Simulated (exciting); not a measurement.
The system is Os.

```xyz
1
Lattice="0.0000 1.9450 1.9450 1.9450 0.0000 1.9450 1.9450 1.9450 0.0000" Properties=species:S:1:pos:R:3 pbc="T T T"
Os    0.0000    0.0000    0.0000
```

This isn't the form of Os at room conditions, which is hcp.

```yaml
Program: exciting (release sodium)
Task: single point
Functional: PBEsol
Potentials_or_basis: all-electron LAPW+lo, shipped species files, valence relativity iora*
rgkmax: 9
k_mesh: 12 × 12 × 12
Occupations: fermi-dirac, width 0.05 eV
Spin: no spin polarisation
gmaxvr_cutoff_of_density_and_potential: 14 1/bohr
lmaxapw_and_lmaxmat: 10
lmaxvr: 8
nempty: 12
Valence_relativity: iora*
epsengy: 1e-05 Ha
epspot: 1e-05 Ha
maxscl: 60
Muffin-tin_radii: Os 2.3 bohr
```

On this cell: band gap on the k mesh none (metal or under the smearing width).

The same run follows on a disturbed copy (cell strained at random at fixed volume):

```
CELL_PARAMETERS angstrom
0.03202 1.94743 1.94431
1.93066 0.01867 1.95766
1.95368 1.98379 -0.00434
ATOMIC_POSITIONS crystal
Os 0.98977 0.99974 0.99869
```

Task: What changes?

Result: The energy (extrapolated to zero smearing) moves by +15.0 meV/atom; band gap on the k mesh none (metal or under the smearing width).

Caveats: the free energy is that total less TS from the occupations.
